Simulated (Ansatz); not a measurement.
**PtSe under changes of volume**

One of the cells (28.024 Å³/atom); the others are scaled copies at fixed shape and fractional positions:

```
Pt Se
1.0
     0.00000    3.03745    3.03745
     3.03745    0.00000    3.03745
     3.03745    3.03745    0.00000
Pt Se
1 1
Direct
  0.00000 0.00000 0.00000
  0.25000 0.25000 0.25000
```

The cell comes from a database or a generator and needn't be the stable form of this composition.

```yaml
Program: Ansatz 0.2.0
Functional: PBE
Potentials_or_basis: Ansatz PAW
Cutoff: "420 eV (not typed: the program's choice for these potentials)"
k_mesh: 8 × 8 × 8
Occupations: fermi-dirac, width 0.05 eV
Spin: no spin polarisation
```

```csv
volume (Å³/atom),energy over the lowest point (meV/atom),pressure (GPa)
26.342,0.00,-8.8
26.903,32.45,-9.7
27.463,67.83,-10.5
28.024,105.70,-11.1
28.584,?,?
29.145,187.48,-12.1
29.705,230.69,-12.5
```

Problem. What does the run at 28.584 Å³/atom give?

Solution. Energy over the lowest point 145.71 meV/atom; pressure -11.7 GPa.

Worked out: A Birch-Murnaghan fit of order 3 (a polynomial in V^(-2/3)) to the other rows has no minimum within the range. It gives 145.67 meV/atom at 28.584 Å³/atom, against the run's 145.71, and -dE/dV = -11.7 GPa, against -11.7.

Energies are extrapolated to zero smearing.
